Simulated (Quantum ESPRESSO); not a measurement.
Write the native input for Quantum ESPRESSO 7.5 that does the following.

```
Task                : dielectric tensor
Functional          : PBE
Potentials or basis : GBRV 1.5 PBE
Cutoff              : 612 eV
Density cutoff      : 4898 eV
k mesh              : 4 × 4 × 4, shifted
Occupations         : fermi-dirac, width 0.05 eV
Spin                : no spin polarisation
Mixing beta         : 0.5
Most SCF iterations : 120
SCF threshold       : 4e-10 Ry
```

BeS:

```
CELL_PARAMETERS angstrom
0.00000 2.42500 2.42500
2.42500 0.00000 2.42500
2.42500 2.42500 0.00000
ATOMIC_POSITIONS crystal
S 0.75000 0.75000 0.75000
Be 0.00000 0.00000 0.00000
```

One way to write it, as run:

pw.in

```
&CONTROL
  calculation = 'scf'
  prefix = 'pwscf'
  outdir = './tmp'
  pseudo_dir = './pseudo'
  tprnfor = .true.
  tstress = .true.
  disk_io = 'low'
/
&SYSTEM
  ibrav = 0
  nat = 2
  ntyp = 2
  ecutwfc = 45
  ecutrho = 360
  nbnd = 10
  occupations = 'smearing'
  smearing = 'fd'
  degauss = 0.00367493
/
&ELECTRONS
  conv_thr = 4d-10
  electron_maxstep = 120
  mixing_beta = 0.5
/
ATOMIC_SPECIES
S     32.0600 s_pbe_v1.4.uspp.F.UPF
Be     9.0122 be_pbe_v1.4.uspp.F.UPF
CELL_PARAMETERS angstrom
   0.0000000000    2.4250000000    2.4250000000
   2.4250000000    0.0000000000    2.4250000000
   2.4250000000    2.4250000000    0.0000000000
ATOMIC_POSITIONS angstrom
S      3.6375000000    3.6375000000    3.6375000000
Be     0.0000000000    0.0000000000    0.0000000000
K_POINTS automatic
4 4 4 1 1 1
```

scf2.in

```
&CONTROL
  calculation = 'scf'
  prefix = 'pwscf'
  outdir = './tmp'
  pseudo_dir = './pseudo'
  tprnfor = .true.
  tstress = .true.
  disk_io = 'low'
/
&SYSTEM
  ibrav = 0
  nat = 2
  ntyp = 2
  ecutwfc = 45
  ecutrho = 360
  nbnd = 10
  occupations = 'fixed'
/
&ELECTRONS
  conv_thr = 1d-13
  electron_maxstep = 120
  mixing_beta = 0.5
  startingpot = 'file'
  startingwfc = 'file'
/
ATOMIC_SPECIES
S     32.0600 s_pbe_v1.4.uspp.F.UPF
Be     9.0122 be_pbe_v1.4.uspp.F.UPF
CELL_PARAMETERS angstrom
   0.0000000000    2.4250000000    2.4250000000
   2.4250000000    0.0000000000    2.4250000000
   2.4250000000    2.4250000000    0.0000000000
ATOMIC_POSITIONS angstrom
S      3.6375000000    3.6375000000    3.6375000000
Be     0.0000000000    0.0000000000    0.0000000000
K_POINTS automatic
4 4 4 1 1 1
```

ph.in

```
dielectric of BeS
&INPUTPH
  prefix = 'pwscf'
  outdir = './tmp'
  tr2_ph = 1d-18
  fildyn = 'dyn'
  niter_ph = 90
  alpha_mix(1) = 0.7
  epsil = .true.
  trans = .false.
  zeu = .true.
/
0.0000000000 0.0000000000 0.0000000000
```

Potentials or basis: GBRV 1.5 PBE.

Run with:

```bash
$ OMP_NUM_THREADS=1 pw.x -in pw.in > pw.out
$ OMP_NUM_THREADS=1 pw.x -in scf2.in > scf2.out
$ OMP_NUM_THREADS=1 ph.x -in ph.in > ph.out
```

It gave:

| Item | Value |
| --- | --- |
| Pressure | 1.6 GPa |
| Electronic dielectric tensor (diagonal) | 5.29 |
| Born charges (mean of the diagonal) | S -1.60; Be +1.61 e |

Caveat: the k mesh is coarse (spacing up to 0.56 Å⁻¹), so the values aren't converged.

Wall time 59 s on 1 thread of Intel(R) Xeon(R) Processor @ 2.50GHz (Skylake/Cascade Lake), on a shared host, peak memory 0.11 GiB.
